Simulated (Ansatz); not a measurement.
Trial structure of SiC, not yet relaxed:

```yaml
crystal:
  lattice:
    - [2.99889, 0.00000, 0.00000]
    - [0.00000, 9.34960, 0.00000]
    - [0.00000, 0.00000, 4.35440]
  atoms:
    - { symbol: Si, position: [0.00000, 0.65231, 0.11960] }
    - { symbol: Si, position: [0.50000, 0.84769, 0.88040] }
    - { symbol: Si, position: [0.00000, 0.00000, 0.38106] }
    - { symbol: Si, position: [0.50000, 0.15231, 0.88040] }
    - { symbol: Si, position: [0.00000, 0.34769, 0.11960] }
    - { symbol: Si, position: [0.50000, 0.50000, 0.61894] }
    - { symbol: C, position: [0.50000, 0.65231, 0.88040] }
    - { symbol: C, position: [0.00000, 0.84769, 0.11960] }
    - { symbol: C, position: [0.50000, 0.00000, 0.61894] }
    - { symbol: C, position: [0.00000, 0.15231, 0.11960] }
    - { symbol: C, position: [0.50000, 0.34769, 0.88040] }
    - { symbol: C, position: [0.00000, 0.50000, 0.38106] }
```

Method: DFT PBE, scalar-relativistic, plane waves, PAW (Ansatz). Cutoff 420 eV; k points 6×2×4 on the computed 12-atom cell (Γ-centred); Gaussian smearing, width 0.10 eV; no spin polarisation.

The zero of energy is the elements' standard structures at the same level; no fitted shifts are applied.

Task: How far from equilibrium is it?

Result: The pressure is 28.5 GPa (the mean over three directions, positive in compression), the largest force is 2.29 eV/Å, and the energy is +0.14 eV/atom against the elements. The shortest distance is 1.82 Å.

Task: Is it a good guess?

Result: A fair one: relaxing gains about 0.14 eV/atom in 11 ionic steps and ends at −0.003 eV/atom on the finer mesh. The symmetry stays Pmmn (No. 59). The volume per atom grows by 12.2 %, from 10.2 to 11.4 Å³. The shortest distance goes from 1.82 Å (Si–C) to 1.87 Å (Si–C). Conventional cell: a = 3.119 Å, b = 9.520 Å, c = 4.614 Å. Around Si on a site of symmetry m lie 4 C at 1.89–1.91 Å; Si on a site of symmetry mm2 has 4 C at 1.87–1.90 Å; around C on a site of symmetry m lie 4 Si at 1.87–1.91 Å; 1 more site not described.

The last run used a 10×4×6 mesh (in the run's order of axes) for its 12-atom cell and Gaussian smearing of 0.02 eV. The reference form of C is held partly by dispersion forces, which this level lacks. The relaxation can't lower the symmetry of the start, and the grade says only how near the guess is to its own end. A structure relaxed within its symmetry needn't be a true minimum.
